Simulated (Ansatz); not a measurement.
**C under changes of volume**

One of the cells (31.524 Å³/atom); the others are scaled copies at fixed shape and fractional positions:

```
C
1.0
     2.45623    0.00000    0.00000
    -1.22811    2.12716    0.00000
     0.00000    0.00000   24.13396
C
4
Direct
  0.66667 0.33333 0.57048
  0.33333 0.66667 0.42952
  0.00000 0.00000 0.42953
  0.00000 0.00000 0.57047
```

```yaml
Program: Ansatz 0.2.0
Functional: LDA
Potentials_or_basis: Ansatz PAW
Cutoff: "420 eV (not typed: the program's choice for these potentials)"
k_mesh: 12 × 12 × 2
Occupations: fermi-dirac, width 0.05 eV
Spin: no spin polarisation
```

```csv
volume (Å³/atom),energy over the lowest point (meV/atom),largest force (eV/Å)
29.632,18.01,0.018
30.263,5.36,0.020
30.893,0.00,0.021
31.524,?,?
32.154,8.61,0.024
32.785,21.45,0.025
33.415,39.31,0.026
```

What does the run at 31.524 Å³/atom give?

Energy over the lowest point 1.27 meV/atom; largest force 0.023 eV/Å.

Worked out: A Birch-Murnaghan fit of order 3 (a polynomial in V^(-2/3)) to the other rows has its minimum at 31.08 Å³/atom with B0 = V·E''(V) = 81 GPa and B' = 3.6 at fixed shape and positions, which overstates the stiffness. It gives 1.28 meV/atom at 31.524 Å³/atom, against the run's 1.27.

Energies are extrapolated to zero smearing.

Caveats: the PAW data sets come from PBE, with cores solved anew for the run's functional, which leaves a small shift of forces and pressure.
